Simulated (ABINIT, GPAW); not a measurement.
Given: the input of a run of GPAW 26.7.0 (ASE script) on CoO. 

Contents of run.py:

```python
from ase import Atoms
from ase.dft.bandgap import bandgap
from ase.io import write
from ase.units import Bohr, GPa
from gpaw import GPAW, PW, setup_paths
from gpaw.elf import elf_from_dft_calculation

setup_paths.insert(0, '.')

atoms = Atoms(['Co', 'O'],
              cell=[[-1.508, 1.508, 2.1072475377],
                    [1.508, -1.508, 2.1072475377],
                    [1.508, 1.508, -2.1072475377]],
              scaled_positions=[[0.0, 0.0, 0.0],
                                [0.5, 0.5, 0.0]],
              pbc=True)
atoms.set_initial_magnetic_moments([2.0, 0.0])

calc = GPAW(mode=PW(800),
            xc='PBEsol',
            kpts={'size': (12, 12, 12), 'gamma': True},
            occupations={'name': 'fermi-dirac', 'width': 0.05},
            nbands=17,
            convergence={'density': 1e-05, 'energy': 1e-05},
            maxiter=150,
            txt='gpaw.txt')
atoms.calc = calc
energy = atoms.get_potential_energy()
forces = atoms.get_forces()
stress = atoms.get_stress()
calc.write('gs.gpw')
write('result.traj', atoms)
print(f'Energy: {energy:.6f} eV')
print('Forces (eV/A):')
print(forces.round(4))
print('Stress (GPa):', (stress / GPa).round(3))
print('Moments:', calc.get_magnetic_moments().round(3))
print('Fermi level:', round(calc.get_fermi_level(), 4), 'eV')
print(f'Gap: {bandgap(calc)[0]:.4f} eV, direct: {bandgap(calc, direct=True)[0]:.4f} eV')

# fields on the real-space grid
write('density.cube', atoms, data=calc.get_pseudo_density() * Bohr**3)
write('potential.cube', atoms, data=calc.get_electrostatic_potential())
write('spin.cube', atoms, data=(calc.get_pseudo_density(spin=0) - calc.get_pseudo_density(spin=1)) * Bohr**3)
write('elf.cube', atoms, data=elf_from_dft_calculation(calc).data)
```

Potentials or basis: PAW data sets generated in the run's folder for this functional, pw.

Command:

```console
$ gpaw-setup -f PBEsol Co O
$ OMP_NUM_THREADS=1 python run.py
```

What does the same run look like in ABINIT 10.8.3 (patched build)? Potentials or basis there: JTH PAW PBE v2.0, cutoff 707 eV.

As run (cutoffs and basis follow the program's own potentials, and thresholds, step limits or extra output files can differ):

Contents of run.abi:

```
# Pseudopotentials
pp_dirpath "./"
pseudos "Co.GGA_PBE-JTH.xml, O.GGA_PBE-JTH.xml"

# Structure
acell 5.665593118 5.665593118 5.665593118
rprim
    -0.5029847602     0.5029847602     0.7028603432
     0.5029847602    -0.5029847602     0.7028603432
     0.5029847602     0.5029847602    -0.7028603432
ntypat 2
znucl 27 8
natom 2
typat 1 2
xcart
     0.0000000000     0.0000000000     0.0000000000
     0.0000000000     0.0000000000     3.9821207230

# Plane-wave basis
ecut 26.0
pawecutdg 48.0
pawxcdev 0

# k points
kptopt 1
ngkpt 12 12 12
nshiftk 1
shiftk 0.0 0.0 0.0

# Exchange and correlation
ixc -116133

# Bands and occupations
nband 16
occopt 3
tsmear 0.05 eV

# Spin
nsppol 2
spinat
     0.0000000000     0.0000000000     2.0000000000
     0.0000000000     0.0000000000     0.0000000000

# SCF cycle
nstep 100
tolvrs 1.0e-9

# Output
iomode 3
prtwf 0
prtden 0
prteig 0
prtebands 0
enunit 1
```

Potentials or basis: JTH PAW PBE v2.0.

Command:

```sh
$ abinit run.abi > log 2>&1
```

Both were run:

|  | GPAW | ABINIT |
| --- | --- | --- |
| Pressure | -8.2 GPa | -9.3 GPa |
| Net moment | 2.94 μB per cell | 2.94 μB per cell |

The potentials hold 15 and 23 valence electrons a cell.

ABINIT's potentials were made for PBE.

The magnetic state is the one that the start led to; the real crystal's order can differ.

Pressure is positive in compression.
